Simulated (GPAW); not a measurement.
HfC:

```
CELL_PARAMETERS angstrom
3.34287 0.00000 0.00000
-1.67143 2.89501 0.00000
0.00000 0.00000 5.20271
ATOMIC_POSITIONS crystal
Hf 0.33333 0.66667 0.25000
Hf 0.66667 0.33333 0.75000
C 0.00000 0.00000 0.50000
C 0.00000 0.00000 0.00000
```

The cell comes from a database or a generator and needn't be the stable form of this composition.

Program: GPAW 26.7.0. Alike in all runs: task band structure; no spin polarisation; cell as given; k mesh 7 × 7 × 4; cutoff (eV) 800; smearing fermi-dirac 0.05 eV.

Q: Order these runs on this cell by their pressure, lowest first.
A. level LDA; potentials or basis the program's PAW data sets (release 1.2.1) made for this functional, pw
B. level r2SCAN; potentials or basis GPAW PAW data sets (gpaw-data 1.2.1), pw
C. level PBEsol; potentials or basis PAW data sets generated in the run's folder for this functional, pw

A: A (-12.2 GPa), C (-6.3 GPa), B (-1.7 GPa).

Caveats: the PAW data sets were made with another functional, which shifts forces and pressure a little (some runs).

Not every run made on this cell is shown here.
